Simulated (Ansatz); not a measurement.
Which way does ZnS + SnSe ⇌ ZnSe + SnS run?

Plane-wave DFT in Ansatz with scalar-relativistic PAW potentials, cutoff 420 eV, Γ-centred meshes chosen by cell and gap, Gaussian smearing with energies taken to zero width. Every cell was relaxed (cell and atoms) in a run of its own, within the symmetry of its start. Functional: PBE.

Total energies hold large constants for each element; a whole number of eV per atom of each element is taken off below, which cancels in a balanced reaction.

```csv
compound,lowest structure computed,structures tried,V (Å³/atom),gap on mesh (eV),"E (eV per formula unit, common shift removed)"
ZnS,F-43m,11,20.15,2.02,-1.7344
SnSe,Pnma,6,28.29,0.67,-1.1685
ZnSe,F-43m,2,23.54,1.15,-1.5364
SnS,Pnma,12,25.65,1.05,-1.1869
```

Work out the reaction energy at 0 K.

ΔE = E(ZnSe) + E(SnS) − E(ZnS) − E(SnSe) = 0.180 eV, or 17 kJ per mole of reaction (45 meV/atom). The left side is lower: Zn takes S and Sn takes Se. All four are computed as solids; where they are solids at ordinary conditions entropy changes little. A lower structure that wasn't tried would shift the value, and mixed crystals may lie lower than either side.